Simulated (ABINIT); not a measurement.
# Zr (P6_3/mmc) in ABINIT: further runs

Aim: see how the results for Zr move with the level of theory and the settings. Levels: LDA, PW91, revPBE, PBE, RPBE. Tasks: band structure, equation of state.

Program: ABINIT 10.8.3 (patched build). These are calculated values, not measurements. Logs are shortened: lines on timing, memory, paths and dates and some standing lists are left out, and cuts for length are marked. The log counts tension as positive stress, the text compression.

## 1. Starting point

Symmetry: P6_3/mmc, No. 194, hexagonal system. Conventional cell: a = 3.232 Å, b = 3.232 Å, c = 5.147 Å, α = 90.00°, β = 90.00°, γ = 120.00°. Zr (site symmetry -6m2) is surrounded by 12 Zr at 3.18 to 3.23 Å.

## 2. Band structure, LDA, spin-orbit coupling, no magnetisation

Input file run.abi:

```
# Datasets: ground state, then fixed potential
ndtset 2

# Pseudopotentials
pp_dirpath "./"
pseudos "Zr.hgh"

# Structure
acell 6.1075948348 6.1075948347 9.7264203634
rprim
     1.0000000000     0.0000000000     0.0000000000
    -0.5000000000     0.8660254038     0.0000000000
     0.0000000000     0.0000000000     1.0000000000
ntypat 1
znucl 40
natom 2
typat 1 1
xcart
     3.0537974177     1.7631107608     7.2948152726
    -0.0000000003     3.5262215221     2.4316050909

# Plane-wave basis
ecut 16.0

# Exchange and correlation
ixc 7

# Bands and occupations
occopt 3
tsmear 0.05 eV

# Spin
nspinor 2
nspden 1
so_psp 1*1

# SCF cycle
nstep 100

# Output
iomode 3
prtwf 0
prteig 0
prtebands 0
prtden1 1

# Dataset 1
kptopt1 1
ngkpt1 9 9 5
nshiftk1 1
shiftk1 0.0 0.0 0.0
nband1 16
tolvrs1 1.0e-10

# Dataset 2: bands along G-M-K-G-A-L-H-A
iscf2 -2
getden2 1
nband2 24
nbdbuf2 2
tolwfr2 1.0e-12
kptopt2 -7
ndivsm2 8
prteig2 1
kptbounds2
     0.0000000000     0.0000000000     0.0000000000
     0.5000000000     0.0000000000     0.0000000000
     0.3333333333     0.3333333333     0.0000000000
     0.0000000000     0.0000000000     0.0000000000
     0.0000000000     0.0000000000     0.5000000000
     0.5000000000     0.0000000000     0.5000000000
     0.3333333333     0.3333333333     0.5000000000
     0.0000000000     0.0000000000     0.5000000000
```

Potentials or basis: HGH LDA.

On the command line:

```console
$ abinit run.abi > log 2>&1
```

run.abo:

```text
.Version 10.8.3 of ABINIT
 DATASET    1 : space group P6_3/m m c (#194); Bravais hP (primitive hexag.)
================================================================================
 Values of the parameters that define the memory need for DATASET  1.
     intxc =       0    ionmov =       0      iscf =       7    lmnmax =      11
     lnmax =      11     mgfft =      36  mpssoang =       5    mqgrid =    3001
     natom =       2  nloc_mem =       1    nspden =       1   nspinor =       2
    nsppol =       1      nsym =      24    n1xccc =       0    ntypat =       1
    occopt =       3   xclevel =       1
       mpw =         977          nfft =       20736          nkpt =          36
================================================================================
================================================================================

 DATASET    2 : space group P6_3/m m c (#194); Bravais hP (primitive hexag.)
================================================================================
 Values of the parameters that define the memory need for DATASET  2.
     intxc =       0    ionmov =       0      iscf =      -2    lmnmax =      11
     lnmax =      11     mgfft =      36  mpssoang =       5    mqgrid =    3001
     natom =       2  nloc_mem =       1    nspden =       1   nspinor =       2
    nsppol =       1      nsym =      24    n1xccc =       0    ntypat =       1
    occopt =       3   xclevel =       1
       mpw =         990          nfft =       20736          nkpt =          89
================================================================================
================================================================================

--------------------------------------------------------------------------------
------------- Echo of variables that govern the present computation ------------
--------------------------------------------------------------------------------
 -outvars: echo values of preprocessed input variables --------
            acell      6.1075948348E+00  6.1075948347E+00  9.7264203634E+00 Bohr
              amu      9.12240000E+01
             ecut      1.60000000E+01 Hartree
           getden1          0
           getden2          1
             iscf1          7
             iscf2         -2
                       outvar_i_n : Printing only first  50 k-points.
              ixc           7
           jdtset        1    2
                       outvar_i_n : Printing only first  50 k-points.
           kptopt1          1
           kptopt2         -7
         kptrlatt        9    0    0      0    9    0      0    0    5
          kptrlen1     4.86321018E+01
          kptrlen2     3.00000000E+01
            natom           2
            nband1         16
            nband2         24
           nbdbuf1          0
           nbdbuf2          2
           ndtset           2
           ndivsm1          0
           ndivsm2          8
            ngfft          24      24      36
             nkpt1         36
             nkpt2         89
          nspinor           2
            nstep         100
             nsym          24
           ntypat           1
           occopt           3
        prtebands           0
           prteig1          0
           prteig2          1
            prtwf           0
            rprim      1.0000000000E+00  0.0000000000E+00  0.0000000000E+00
                      -5.0000000000E-01  8.6602540380E-01  0.0000000000E+00
                       0.0000000000E+00  0.0000000000E+00  1.0000000000E+00
           shiftk1     0.00000000E+00  0.00000000E+00  0.00000000E+00
           shiftk2     5.00000000E-01  5.00000000E-01  5.00000000E-01
          spgroup         194
           tolvrs1     1.00000000E-10
           tolvrs2     0.00000000E+00
           tolwfr1     0.00000000E+00
           tolwfr2     1.00000000E-12
           tsmear      1.83746611E-03 Hartree
            typat      1  1
                       outvars : Printing only first  50 k-points.
[... 43 lines left out ...]
...

 Integrated electronic density in atomic spheres:
 ------------------------------------------------
 Atom  Sphere_radius  Integrated_density
    1        2.00000          1.10792798
    2        2.00000          1.10792798
================================================================================

 ----iterations are completed or convergence reached----

 Mean square residual over all n,k,spin=   46.668E-14; max=  99.941E-14
 reduced coordinates (array xred) for    2 atoms
       0.666666666659      0.333333333327      0.750000000005
       0.333333333326      0.666666666660      0.250000000005

 cartesian coordinates (angstrom) at end:
    1      1.61599999890179     0.93299803436246     3.86024999738824
    2      0.00000000000441     1.86599606874289     1.28674999914705
 length scales=  6.107594834800  6.107594834700  9.726420363400 bohr
              =  3.231999997812  3.231999997759  5.146999996482 angstroms
 Eigenvalues (hartree) for nkpt=  89  k points:
 kpt#   1, nband= 24, wtk=  1.00000, kpt=  0.0000  0.0000  0.0000 (reduced coord)
   0.02175    0.02175    0.12191    0.12191    0.26237    0.26237    0.26603    0.26603
   0.26809    0.26809    0.27412    0.27412    0.28712    0.28712    0.29132    0.29132
   0.31234    0.31234    0.31459    0.31459    0.40017    0.40017    0.40299    0.40299
 kpt#   2, nband= 24, wtk=  1.00000, kpt=  0.0333  0.0000  0.0000 (reduced coord)
   0.02286    0.02286    0.12294    0.12294    0.25886    0.25886    0.26552    0.26552
   0.27176    0.27176    0.27264    0.27264    0.28691    0.28691    0.29156    0.29156
   0.31110    0.31110    0.31333    0.31333    0.40185    0.40185    0.40604    0.40604
 kpt#   3, nband= 24, wtk=  1.00000, kpt=  0.0667  0.0000  0.0000 (reduced coord)
   0.02615    0.02615    0.12597    0.12597    0.25187    0.25187    0.26506    0.26506
   0.26856    0.26856    0.27812    0.27812    0.28504    0.28504    0.29378    0.29378
   0.30778    0.30778    0.31012    0.31012    0.40439    0.40439    0.41628    0.41628
 kpt#   4, nband= 24, wtk=  1.00000, kpt=  0.1000  0.0000  0.0000 (reduced coord)
   0.03156    0.03156    0.13082    0.13082    0.24394    0.24394    0.25514    0.25514
   0.27388    0.27388    0.27953    0.27953    0.28546    0.28546    0.29840    0.29840
   0.30346    0.30346    0.30574    0.30574    0.40764    0.40764    0.43123    0.43123
 kpt#   5, nband= 24, wtk=  1.00000, kpt=  0.1333  0.0000  0.0000 (reduced coord)
[... 325 lines left out ...]
   0.25757    0.25757    0.25773    0.25773    0.26872    0.26872    0.26888    0.26888
   0.37818    0.37818    0.37848    0.37848    0.38323    0.38323    0.38356    0.38356
 kpt#  87, nband= 24, wtk=  1.00000, kpt=  0.0392  0.0392  0.5000 (reduced coord)
   0.08796    0.08796    0.08796    0.08796    0.22955    0.22955    0.22957    0.22957
   0.25913    0.25913    0.25924    0.25924    0.26458    0.26458    0.26469    0.26469
   0.37939    0.37939    0.37960    0.37960    0.38190    0.38190    0.38212    0.38212
 kpt#  88, nband= 24, wtk=  1.00000, kpt=  0.0196  0.0196  0.5000 (reduced coord)
   0.08492    0.08492    0.08492    0.08492    0.23262    0.23262    0.23263    0.23263
   0.25947    0.25947    0.25949    0.25949    0.26251    0.26251    0.26253    0.26253
   0.38001    0.38001    0.38006    0.38006    0.38150    0.38150    0.38155    0.38155
 kpt#  89, nband= 24, wtk=  1.00000, kpt=  0.0000  0.0000  0.5000 (reduced coord)
   0.08388    0.08388    0.08388    0.08388    0.23374    0.23374    0.23374    0.23374
   0.25926    0.25926    0.25926    0.25926    0.26207    0.26207    0.26207    0.26207
   0.38010    0.38010    0.38010    0.38010    0.38149    0.38149    0.38149    0.38149

== END DATASET(S) ==============================================================
================================================================================

 -outvars: echo values of variables after computation  --------
            acell      6.1075948348E+00  6.1075948347E+00  9.7264203634E+00 Bohr
           etotal1    -6.1542894709E+00
            fcart1    -1.3777135763E-30 -1.9885582603E-29 -0.0000000000E+00
                       1.3777135763E-30  1.9885582603E-29 -0.0000000000E+00
            rprim      1.0000000000E+00  0.0000000000E+00  0.0000000000E+00
                      -5.0000000000E-01  8.6602540380E-01  0.0000000000E+00
                       0.0000000000E+00  0.0000000000E+00  1.0000000000E+00
           strten1     2.9701305286E-04  2.9701305286E-04  2.7094738555E-04
                       0.0000000000E+00  0.0000000000E+00 -1.6498482580E-14
           xangst      1.6159999989E+00  9.3299803436E-01  3.8602499974E+00
                       4.4094931725E-12  1.8659960687E+00  1.2867499991E+00
             xred      6.6666666666E-01  3.3333333333E-01  7.5000000001E-01
                       3.3333333333E-01  6.6666666666E-01  2.5000000001E-01
 Calculation completed.
```

It took 75 s on 1 thread of Arm Neoverse V2, shared host; peak memory 0.12 GiB.

Results:

```yaml
Free_energy: -167.4667 eV
Band_gap_on_the_k_mesh: none (metal or under the smearing width)
Valence_electrons_inside_the_program's_atomic_spheres: Zr 1.11 (radii [1.0584] Å)
```

Levels at the corners of the path, in eV from the Fermi level:
```
point  band 6  band 7  band 8  band 9  band 10  band 11
    Γ    0.79    0.89    0.89    0.94     0.94     1.11
    M   -2.08   -0.32   -0.32    0.56     0.56     0.78
    K   -1.40   -1.19   -1.19    0.26     0.26     0.30
    Γ    0.79    0.89    0.89    0.94     0.94     1.11
    A    0.01    0.01    0.01    0.70     0.70     0.70
    L   -1.04   -1.04   -1.04    1.58     1.58     1.58
    H   -1.29   -1.23   -1.23   -0.12    -0.12    -0.06
    A    0.01    0.01    0.01    0.70     0.70     0.70
```

Caveat: the cutoff is too short for stress, so the log's stress isn't used; HGH potentials are hard and often keep d shells in the core, so these values are rough.

## 3. Equation of state, PW91

Input file run.abi:

```
# Datasets: one volume each
ndtset 7
getwfk -1
scalecart1 3*0.9795861087
scalecart2 3*0.9864848297
scalecart3 3*0.9932883884
scalecart4 3*1.0000000000
scalecart5 3*1.0066227096
scalecart6 3*1.0131594038
scalecart7 3*1.0196128224

# Pseudopotentials
pp_dirpath "./"
pseudos "Zr.GGA_PBE-JTH.xml"

# Structure
acell 3.232 3.232 5.147 Angstrom
rprim
     1.0000000000     0.0000000000     0.0000000000
    -0.5000000000     0.8660254038     0.0000000000
     0.0000000000     0.0000000000     1.0000000000
ntypat 1
znucl 40
natom 2
typat 1 1
xred
     0.6666666667     0.3333333333     0.7500000000
     0.3333333333     0.6666666667     0.2500000000

# Plane-wave basis
ecut 17.0
pawecutdg 34.0

# k points
kptopt 1
ngkpt 9 9 5
nshiftk 1
shiftk 0.0 0.0 0.0

# Exchange and correlation
ixc -109134

# Bands and occupations
nband 16
occopt 3
tsmear 0.05 eV

# SCF cycle
nstep 100
tolvrs 1.0e-9

# Output
iomode 3
prtwf 1
prtden 0
prteig 0
prtebands 0
enunit 1
```

Potentials or basis: JTH PAW PBE v2.0.

On the command line:

```console
$ abinit run.abi > log 2>&1
```

Run time: 1.8 min. Hardware: 1 thread of Arm Neoverse V2, shared host; peak memory 0.15 GiB.

Results (log left out):

* Equilibrium volume: 23.31 Å³/atom
* Bulk modulus at fixed shape and positions: 95 GPa
* Pressure derivative of the bulk modulus: 3.3

Energy against volume, from the lowest point:
| volume (Å³/atom) | energy (meV/atom) |
| --- | --- |
| 21.884 | 28.20 |
| 22.350 | 12.39 |
| 22.815 | 3.17 |
| 23.281 | 0.00 |
| 23.746 | 2.35 |
| 24.212 | 9.80 |
| 24.678 | 21.90 |

Caveat: pressures at fixed basis lie under the slope of the energies; the cell was scaled at fixed shape and fractional positions, which overstates the stiffness of a crystal with free parameters, most of all of layers and chains; the PAW data sets were made with another functional, which shifts forces and pressure a little.

## 4. Band structure, revPBE

Input file run.abi:

```
# Datasets: ground state, then fixed potential
ndtset 2

# Pseudopotentials
pp_dirpath "./"
pseudos "Zr.GGA_PBE-JTH.xml"

# Structure
acell 3*1.0
rprim
     6.1075948348     0.0000000000     0.0000000000
    -3.0537974174     5.2893322829     0.0000000000
     0.0000000000     0.0000000000     9.7264203634
ntypat 1
znucl 40
natom 2
typat 1 1
xred
     0.6666666667     0.3333333333     0.7500000000
     0.3333333333     0.6666666667     0.2500000000

# Plane-wave basis
ecut 462.593566 eV
pawecutdg 34.0

# Exchange and correlation
ixc 14

# Bands and occupations
occopt 3
tsmear 0.05 eV

# SCF cycle
nstep 100

# Output
iomode 3
prtwf 0
prteig 0
prtebands 0
enunit 1
prtden1 1

# Dataset 1
kptopt1 1
ngkpt1 9 9 5
nshiftk1 1
shiftk1 0.0 0.0 0.0
nband1 16
tolvrs1 1.0e-9

# Dataset 2: bands along G-M-K-G-A-L-H-A
iscf2 -2
getden2 1
nband2 20
nbdbuf2 2
tolwfr2 1.0e-12
kptopt2 -7
ndivsm2 6
prteig2 1
prtvol2 -3
kptbounds2
     0.0000000000     0.0000000000     0.0000000000
     0.5000000000     0.0000000000     0.0000000000
     0.3333333333     0.3333333333     0.0000000000
     0.0000000000     0.0000000000     0.0000000000
     0.0000000000     0.0000000000     0.5000000000
     0.5000000000     0.0000000000     0.5000000000
     0.3333333333     0.3333333333     0.5000000000
     0.0000000000     0.0000000000     0.5000000000
```

On the command line:

```console
$ abinit run.abi > log 2>&1
```

Wall time 32 s (1 thread of Arm Neoverse V2, shared host); peak memory 0.12 GiB.

It converged, with:

```yaml
Free_energy: -2582.0447 eV
Pressure: 2.0 GPa
Band_gap_on_the_k_mesh: none (metal or under the smearing width)
Valence_electrons_inside_the_program's_atomic_spheres: Zr 9.01 (radii [1.1749] Å)
```

Stress tensor (GPa, compression positive):
```
1.74 0.00 0.00
0.00 1.74 0.00
0.00 0.00 2.60
```

Levels at the corners of the path, in eV from the Fermi level:
```tsv
point	band 9	band 10	band 11	band 12	band 13	band 14	band 15	band 16
Γ	-5.66	-3.04	0.85	0.85	1.00	1.14	1.55	1.55
M	-2.58	-2.52	-2.15	-0.24	0.53	0.77	1.45	4.88
K	-2.11	-1.38	-1.38	-1.15	0.26	0.26	1.80	4.29
Γ	-5.66	-3.04	0.85	0.85	1.00	1.14	1.55	1.55
A	-3.95	-3.95	0.03	0.03	0.76	0.76	0.76	0.76
L	-2.87	-2.87	-1.06	-1.06	1.60	1.60	2.20	2.20
H	-1.44	-1.44	-1.29	-1.29	-0.06	-0.06	2.03	2.03
A	-3.95	-3.95	0.03	0.03	0.76	0.76	0.76	0.76
```

Caveat: the PAW data sets were made with another functional, which shifts forces and pressure a little.

## 5. Band structure, PBE

run.abi: that of step 4 with these lines changed.

```diff
@@ -5,10 +5,10 @@
 pp_dirpath "./"
-pseudos "Zr.GGA_PBE-JTH.xml"
+pseudos "Zr_ONCV_PBE-1.2.upf"
 
 # Structure
-acell 3*1.0
+acell 3*1.0 Angstrom
 rprim
-     6.1075948348     0.0000000000     0.0000000000
-    -3.0537974174     5.2893322829     0.0000000000
-     0.0000000000     0.0000000000     9.7264203634
+     3.2320000000     0.0000000000     0.0000000000
+    -1.6160000000     2.7989941050     0.0000000000
+     0.0000000000     0.0000000000     5.1470000000
 ntypat 1
@@ -22,7 +22,6 @@
 # Plane-wave basis
-ecut 462.593566 eV
-pawecutdg 34.0
+ecut 33.0
 
 # Exchange and correlation
-ixc 14
+ixc 11
 
@@ -40,3 +39,2 @@
 prtebands 0
-enunit 1
 prtden1 1
@@ -49,3 +47,3 @@
 nband1 16
-tolvrs1 1.0e-9
+tolvrs1 1.0e-10
```

Potentials or basis: SG15 NC PBE v1.2.

On the command line:

```console
$ abinit run.abi > log 2>&1
```

Wall time 65 s (1 thread of Arm Neoverse V2, shared host); peak memory 0.12 GiB.

Results (log left out):

```yaml
Free_energy: -2581.8229 eV
Pressure: 0.5 GPa
Band_gap_on_the_k_mesh: none (metal or under the smearing width)
Valence_electrons_inside_the_program's_atomic_spheres: Zr 8.39 (radii [1.0584] Å)
```

Stress tensor (GPa, compression positive):
```
0.20 0.00 0.00
0.00 0.20 0.00
0.00 0.00 1.07
```

Levels at the corners of the path, in eV from the Fermi level:
| point | band 9 | band 10 | band 11 | band 12 | band 13 | band 14 | band 15 | band 16 |
| --- | --- | --- | --- | --- | --- | --- | --- | --- |
| Γ | -5.67 | -3.04 | 0.85 | 0.85 | 1.00 | 1.15 | 1.54 | 1.54 |
| M | -2.58 | -2.52 | -2.16 | -0.23 | 0.52 | 0.77 | 1.45 | 4.88 |
| K | -2.11 | -1.37 | -1.37 | -1.15 | 0.25 | 0.25 | 1.79 | 4.30 |
| Γ | -5.67 | -3.04 | 0.85 | 0.85 | 1.00 | 1.15 | 1.54 | 1.54 |
| A | -3.96 | -3.96 | 0.03 | 0.03 | 0.75 | 0.75 | 0.75 | 0.75 |
| L | -2.88 | -2.88 | -1.07 | -1.07 | 1.61 | 1.61 | 2.19 | 2.19 |
| H | -1.45 | -1.45 | -1.29 | -1.29 | -0.05 | -0.05 | 2.03 | 2.03 |
| A | -3.96 | -3.96 | 0.03 | 0.03 | 0.75 | 0.75 | 0.75 | 0.75 |

## 6. Equation of state, RPBE

Input file run.abi:

```
# Datasets: one volume each
ndtset 7
getwfk -1
scalecart1 3*0.9795861087
scalecart2 3*0.9864848297
scalecart3 3*0.9932883884
scalecart4 3*1.0000000000
scalecart5 3*1.0066227096
scalecart6 3*1.0131594038
scalecart7 3*1.0196128224

# Pseudopotentials
pp_dirpath "./"
pseudos "Zr.GGA_PBE-JTH.xml"

# Structure
acell 6.1075948348 6.1075948347 9.7264203634
rprim
     1.0000000000     0.0000000000     0.0000000000
    -0.5000000000     0.8660254038     0.0000000000
     0.0000000000     0.0000000000     1.0000000000
ntypat 1
znucl 40
natom 2
typat 1 1
xred
     0.6666666667     0.3333333333     0.7500000000
     0.3333333333     0.6666666667     0.2500000000

# Plane-wave basis
ecut 17.0
pawecutdg 34.0

# k points
kptopt 1
ngkpt 9 9 5
nshiftk 1
shiftk 0.0 0.0 0.0

# Exchange and correlation
ixc 15

# Bands and occupations
nband 16
occopt 3
tsmear 0.00183747

# SCF cycle
nstep 100
tolvrs 1.0e-9

# Output
iomode 3
prtwf 1
prtden 0
prteig 0
prtebands 0
```

Potentials or basis: JTH PAW PBE v2.0.

On the command line:

```console
$ abinit run.abi > log 2>&1
```

Run time: 89 s. Hardware: 1 thread of Arm Neoverse V2, shared host; peak memory 0.15 GiB.

It converged, with:

| Item | Value |
| --- | --- |
| Equilibrium volume | 23.96 Å³/atom |
| Bulk modulus at fixed shape and positions | 90 GPa |
| Pressure derivative of the bulk modulus | 3.3 |

Energy against volume, from the lowest point:
| volume (Å³/atom) | energy (meV/atom) |
| --- | --- |
| 21.884 | 56.82 |
| 22.350 | 32.97 |
| 22.815 | 15.91 |
| 23.281 | 5.09 |
| 23.746 | 0.00 |
| 24.212 | 0.20 |
| 24.678 | 5.26 |

Caveat: pressures at fixed basis lie under the slope of the energies; the cell was scaled at fixed shape and fractional positions, which overstates the stiffness of a crystal with free parameters, most of all of layers and chains; the PAW data sets were made with another functional, which shifts forces and pressure a little.

## 7. Summary

```csv
task,level,potentials or basis,cutoff (eV),fine-grid cutoff,gap on the mesh (eV),pressure (GPa),V0 of scaled cells (Å³/atom),B0 (GPa)
equation of state,PW91,JTH PAW PBE v2.0,463,925.187 eV,-,-,23.31,95
band structure,revPBE,JTH PAW PBE v2.0,463,925.187 eV,none,2.0,-,-
band structure,PBE,SG15 NC PBE v1.2,898,-,none,0.5,-,-
equation of state,RPBE,JTH PAW PBE v2.0,463,925.187 eV,-,-,23.96,90
```

Alike in all rows: no spin polarisation; cell as given; k mesh 9 × 9 × 5; smearing fermi-dirac 0.05 eV.

Caveats: the PAW data sets were made with another functional, which shifts forces and pressure a little (some runs); pressures at fixed basis lie under the slope of the energies (some runs); the cell was scaled at fixed shape and fractional positions, which overstates the stiffness of a crystal with free parameters, most of all of layers and chains (some runs).

Total energies depend on the potentials used, so only differences within one code and one set of settings carry meaning.
